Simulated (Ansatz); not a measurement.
# In2O3: the cost of one run

All numbers below are computed with Ansatz 0.2.0 (DFT PBEsol, scalar-relativistic, plane waves, PAW).

3 further runs of the same task are left out: 3 set aside as unsound or not needed.

### 1 The starting structure

The cell holds 20 atoms (EuIn7O12): a = 5.512 Å, b = 5.512 Å, c = 10.201 Å, α = 74.32°, β = 74.32°, γ = 60.00°.

The coordinates of this cell stand in the input of its own run.

The host was relaxed before at PBEsol: a = 5.512 Å, b = 5.512 Å, c = 14.537 Å, α = 90.00°, β = 90.00°, γ = 120.00° (conventional cell), 12.752 Å³/atom.

Places, in fractions of the supercell: Eu in place of In at (0.821, 0.821, 0.536). The start keeps the symmetry of the ideal site.

### 2 Band edges of the host over the zone

input.yaml reads:

```yaml
crystal:
  lattice:
    - [2.7562186578, 1.591303584, 4.8456979816]
    - [-2.7562186578, 1.591303584, 4.8456979816]
    - [0.0, -3.1826071681, 4.8456979816]
  atoms:
    - { symbol: In, position: [0.6425528069, 0.6425528069, 0.6425528069] }
    - { symbol: In, position: [0.8574471931, 0.8574471931, 0.8574471931] }
    - { symbol: In, position: [0.3574471931, 0.3574471931, 0.3574471931] }
    - { symbol: In, position: [0.1425528069, 0.1425528069, 0.1425528069] }
    - { symbol: O, position: [0.0458555512, 0.75, 0.4541444488] }
    - { symbol: O, position: [0.75, 0.4541444488, 0.0458555512] }
    - { symbol: O, position: [0.4541444488, 0.0458555512, 0.75] }
    - { symbol: O, position: [0.9541444488, 0.25, 0.5458555512] }
    - { symbol: O, position: [0.5458555512, 0.9541444488, 0.25] }
    - { symbol: O, position: [0.25, 0.5458555512, 0.9541444488] }
basis:
  ecutwfc: 420
  xc_grid: 2
kpoints:
  mp_grid: { grid: [6, 6, 6] }
  band_path: { path: [VBM, CBM], npoints: 2 }
hamiltonian:
  xc: pbesol
scf:
  occupations: { method: gaussian, width: 0.02 }
output:
  forces: true
  stress: true
  eigenvalues: true
```

Launch:

```sh
$ ansatz run input.yaml --threads 8 --pin off --max-ram 14336MiB --backend cpu --events-out ev --progress --plain --runs-dir out
```

What time and memory should one allow on 8 threads of Arm Neoverse V1, shared host?

About 8.2 s, with a peak of 0.71 GiB.
